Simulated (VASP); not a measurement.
Wanted: the native input for a VASP 6.6.1 run.

* Task: band structure
* Functional: PBEsol
* Potentials or basis: VASP PAW PBE potentials, release 64 (In_d)
* Cutoff: 520 eV
* k mesh: 16 × 16 × 16
* Occupations: methfessel-paxton, width 0.1 eV
* Spin: no spin polarisation
* Further INCAR settings: ALGO = Normal; EDIFF = 1e-07; NBANDS = 12

The structure of In lies in POSCAR:

```
In                                      
1.0
   -1.5943647435      1.5943647435      2.5113719143
    1.5943647435     -1.5943647435      2.5113719143
    1.5943647435      1.5943647435     -2.5113719143
  In            
     1
Direct
     0.0000000000000000    0.0000000000000000    0.0000000000000000
```

These files were run (other wordings do the same):

INCAR

```
PREC     = Accurate       # precision mode
ENCUT    = 520            # plane-wave cutoff, eV
EDIFF    = 1E-7           # SCF threshold, eV
ISMEAR   = 1              # smearing method
SIGMA    = 0.1            # smearing width, eV
LREAL    = False          # projectors in reciprocal space
LASPH    = True           # aspherical terms in the spheres
NELM     = 80             # most SCF steps
ALGO     = Normal         # electronic algorithm
ISIF     = 2              # what is computed and relaxed
LWAVE    = False          # write WAVECAR
LCHARG   = False          # write CHGCAR
GGA      = PS             # functional
NBANDS   = 12             # bands
ICORELEVEL= 1
```

KPOINTS

```
regular mesh
0
Gamma
  16 16 16
```

KPOINTS_OPT

```
explicit points
173
Reciprocal
 0.0000000000  0.0000000000  0.0000000000 1
 0.0000000000  0.0000000000  0.0357142857 1
 0.0000000000  0.0000000000  0.0714285714 1
 0.0000000000  0.0000000000  0.1071428571 1
 0.0000000000  0.0000000000  0.1428571429 1
 0.0000000000  0.0000000000  0.1785714286 1
[... 165 lines left out ...]
-0.2158906645  0.2158906645  0.5000000000 1
 0.5000000000  0.5000000000 -0.2158906645 1
```

Potentials or basis: VASP PAW PBE potentials, release 64 (In_d).

Run with:

```console
$ cat potpaw_PBE.64/In_d/POTCAR > POTCAR
$ mpirun -np 1 vasp_std > vasp.out
```

Results of the run:

```yaml
Pressure: -0.1 GPa
Band_gap_along_the_path: none (metal or under the smearing width)
```

Caveat: the PAW data sets were made with another functional, which shifts forces and pressure a little; spin-orbit coupling is left out, which moves the levels of the heavy elements.

Run time: 58 s on 1 thread of Intel(R) Xeon(R) 6975P-C (Granite Rapids), on a shared host, peak memory 0.29 GiB.
